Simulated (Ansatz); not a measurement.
# InP: a single-point run

Wanted: a converged single-point run for InP, and a check of what comes out. The structure is shown as the input types it. The cell is built on a prototype (rocksalt) and needn't be the phase found in nature.

Method: density functional or hybrid calculation with the settings of its input, plane waves (as first typed), in Ansatz 0.2.0.

10 further runs of the same task are left out: 2 for a known fault of the program, 8 that didn't finish.

## Step 1: The structure to begin with

The structure is cubic, space group Fm-3m (No. 225). The conventional cell has a = 5.491 Å, b = 5.491 Å, c = 5.491 Å, α = 90.00°, β = 90.00°, γ = 90.00°. Around In (site symmetry m-3m) lie 6 P at 2.75 Å. Around P (site symmetry m-3m) lie 6 In at 2.75 Å.

As a file:

```xyz
2
Lattice="0.0000 2.7454 2.7454 2.7454 0.0000 2.7454 2.7454 2.7454 0.0000" Properties=species:S:1:pos:R:3 pbc="T T T"
In    0.0000    0.0000    0.0000
P     2.7454    2.7454    2.7454
```

## Step 2: Running it

input.yaml reads:

```yaml
crystal:
  lattice:
    - [0.0, 2.7453630729, 2.7453630729]
    - [2.7453630729, 0.0, 2.7453630729]
    - [2.7453630729, 2.7453630729, 0.0]
  atoms:
    - { symbol: In, position: [0.0, 0.0, 0.0] }
    - { symbol: P, position: [0.5, 0.5, 0.5] }
kpoints:
  mp_grid: { grid: [6, 6, 6] }
hamiltonian:
  xc: pbesol
scf:
  occupations: { method: fermi_dirac, width: 0.02 }
  n_extra_bands: 4
  max_iter: 53
output:
  forces: true
  stress: true
  eigenvalues: true
basis:
  ecutwfc: 120
```

On the command line:

```bash
ansatz run input.yaml --threads 4 --pin off --max-ram 3686MiB --backend cpu --events-out ev --progress --plain --runs-dir out
```

**Question.** How will this run end, and is anything wrong with its input?

This run ends as converged, with warnings (cutoff below recommended). It gives a pressure of -20 GPa, which is large.

In the input, basis.ecutwfc is 120. With so few plane waves the basis is incomplete by a wide margin. The potentials' recommended cutoff is 420 eV.

Run again and compare: delete basis.ecutwfc (the default then holds).
